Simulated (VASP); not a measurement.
MgO in VASP 6.6.1, single-point calculation

INCAR

```
ISIF = 2
NELM = 84
NELMIN = 4
NSW = 0
EDIFF = 1E-7
LWAVE = .FALSE.
SIGMA = 0.02
ISMEAR = -1
ENCUT = 520
LASPH = .TRUE.
NBANDS = 11
PREC = Accurate
IBRION = -1
LREAL = .FALSE.
METAGGA = MBJ
LCHARG = .FALSE.
```

KPOINTS

```
KPOINTS created by Atomic Simulation Environment
0
Gamma
10 10 10
0 0 0
```

POSCAR

```
Mg O
 1.0000000000000000
     0.0000000000000000    2.0811457412999999    2.0811457412999999
     2.0811457412999999    0.0000000000000000    2.0811457412999999
     2.0811457412999999    2.0811457412999999    0.0000000000000000
 Mg  O
   1   1
Cartesian
  0.0000000000000000  0.0000000000000000  0.0000000000000000
  2.0811457412999999  2.0811457412999999  2.0811457412999999
```

The recommended PBE PAW datasets give the neutral cell 8 valence electrons.

Command

```
mpirun -np 1 vasp_std
```

OSZICAR

```
N       E                     dE             d eps       ncg     rms          rms(c)
DAV:   1     0.489749938060E+02    0.48975E+02   -0.47147E+03  1170   0.661E+02
DAV:   2     0.216492038107E+02   -0.27326E+02   -0.26655E+02  1180   0.139E+02
DAV:   3     0.210648657165E+02   -0.58434E+00   -0.58405E+00  1258   0.173E+01
DAV:   4     0.210635053664E+02   -0.13604E-02   -0.13603E-02  1124   0.954E-01
DAV:   5     0.210635013527E+02   -0.40137E-05   -0.40138E-05  1184   0.488E-02    0.778E+00
DAV:   6     0.224917256081E+02    0.14282E+01   -0.19122E+01  1082   0.364E+01    0.423E+00
DAV:   7     0.223227580031E+02   -0.16897E+00   -0.56891E+00  1076   0.116E+01    0.296E+00
DAV:   8     0.260047429726E+02    0.36820E+01   -0.11978E+01  1109   0.215E+01    0.562E+00
DAV:   9     0.249636118427E+02   -0.10411E+01   -0.17674E+01  1091   0.219E+01    0.137E+00
DAV:  10     0.258661541437E+02    0.90254E+00   -0.75838E+00  1073   0.134E+01    0.199E+00
...
DAV:  44     0.251068427569E+02    0.40395E-05   -0.16549E-11   517   0.196E-05    0.137E-06
DAV:  45     0.251068419124E+02   -0.84446E-06   -0.98327E-12   517   0.163E-05    0.458E-06
DAV:  46     0.251068449386E+02    0.30262E-05   -0.41059E-12   517   0.134E-05    0.135E-06
DAV:  47     0.251068448127E+02   -0.12591E-06   -0.49004E-12   517   0.109E-05    0.170E-06
DAV:  48     0.251068460206E+02    0.12079E-05   -0.17764E-12   517   0.622E-06    0.812E-07
DAV:  49     0.251068459170E+02   -0.10360E-06   -0.49591E-13   517   0.468E-06    0.259E-07
DAV:  50     0.251068462574E+02    0.34049E-06    0.51760E-13   517   0.193E-06    0.426E-07
DAV:  51     0.251068460697E+02   -0.18772E-06   -0.32181E-13   517   0.128E-06    0.840E-08
DAV:  52     0.251068461599E+02    0.90133E-07    0.30925E-13   517   0.836E-07
   1 F= 0.25106846E+02 E0= 0.25106846E+02  d E =-.826399E-13
```

It converged. Results: gap between bands v and c on the k mesh 7.13 eV; least direct gap on the k mesh 7.13 eV. Band v is the last that the valence electrons fill when counted band by band, and c is the next.

The MBJ potential has no energy functional, so only its levels carry meaning.

For comparison, a separate PBE run of the intended cell, on usual settings and not on those above, gives a gap of 5.08 eV on its mesh and a pressure of 10.4 GPa.

The run above took about 49 s on one core of a shared host (Intel Xeon Platinum 8488C) and held 0.15 GiB at most.
